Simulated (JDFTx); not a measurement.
Crystal: ZrO2.

```
Zr O
1.0
     0.00000    2.54507    2.54507
     2.54507    0.00000    2.54507
     2.54507    2.54507    0.00000
Zr O
1 2
Direct
  0.00000 0.00000 0.00000
  0.75000 0.75000 0.75000
  0.25000 0.25000 0.25000
```

Measurements of this composition are mostly on another form, of space group No. 14.

Program: JDFTx 1.7.0 (patched build). Alike in all runs: task single point; no spin polarisation; cell as given; smearing fermi-dirac 0.05 eV.

**Question.** Order these runs on this cell by their pressure, lowest first.
A. level SCAN; potentials or basis SG15-PBE-1.2; k mesh 7 × 7 × 7; cutoff (eV) 1088
B. level LDA; potentials or basis PseudoDojo-SR-LDA-0.4.1-standard; k mesh 9 × 9 × 9; cutoff (eV) 1143
C. level PBEsol; potentials or basis PseudoDojo-SR-PBEsol-0.4.1-standard; k mesh 9 × 9 × 9; cutoff (eV) 1143
D. level TASK; potentials or basis SG15-PBE-1.2; k mesh 7 × 7 × 7; cutoff (eV) 1088

**Answer.** B (-9.8 GPa), C (-4.2 GPa), A (-1.4 GPa), D (11.3 GPa).

Caveats: the cutoff is short for these files and lowers the pressure by up to 1 GPa (some runs); the potentials were made for another functional, which shifts forces and pressure (some runs).

Runs at the PBE level aren't shown here.
